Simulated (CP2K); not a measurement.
**InP under changes of volume**

One of the cells (25.167 Å³/atom); the others are scaled copies at fixed shape and fractional positions:

```
In P
1.0
     4.14435    0.00000    0.00000
     2.07218    3.58911    0.00000
     2.07218    1.19637    3.38385
In P
1 1
Direct
  0.00000 0.00000 0.00000
  0.75000 0.75000 0.75000
```

```yaml
Program: CP2K 2026.2
Functional: PBEsol
Potentials_or_basis: POTENTIAL_UZH In GTH-PBE-q13, P GTH-PBE-q5; TZVP-MOLOPT-PBE-GTH basis
Density_cutoff: 6123 eV
k_mesh: 8 × 8 × 8
Occupations: fermi-dirac, width 0.01 eV
Spin: no spin polarisation
```

```tsv
volume (Å³/atom)	energy over the lowest point (meV/atom)	pressure (GPa)	gap on the mesh (eV)
23.657	?	?	?
24.160	22.66	4.9	0.81
24.663	10.14	3.1	0.70
25.167	2.77	1.6	0.59
25.670	0.00	0.2	0.49
26.173	1.35	-1.0	0.38
26.677	6.39	-2.1	0.28
```

Problem. What does the run at 23.657 Å³/atom give?

Solution. Energy over the lowest point 40.90 meV/atom; pressure 6.8 GPa; gap on the mesh 0.92 eV.

Worked out: A Birch-Murnaghan fit of order 3 (a polynomial in V^(-2/3)) to the other rows has its minimum at 25.75 Å³/atom with B0 = V·E''(V) = 66 GPa and B' = 4.7. It gives 40.93 meV/atom at 23.657 Å³/atom, against the run's 40.90, and -dE/dV = 6.8 GPa, against 6.8. A straight line through the other rows of the gap, of slope -5.35 eV per unit of ln V (its deformation potential), extrapolates to 0.92 eV, against the run's 0.92.

Energies are extrapolated to zero smearing.

Caveats: the potentials were made for another functional, which shifts forces and pressure; spin-orbit coupling is left out, which moves the levels of the heavy elements; the basis of atomic orbitals isn't converged, which shifts pressures, moduli and gaps.
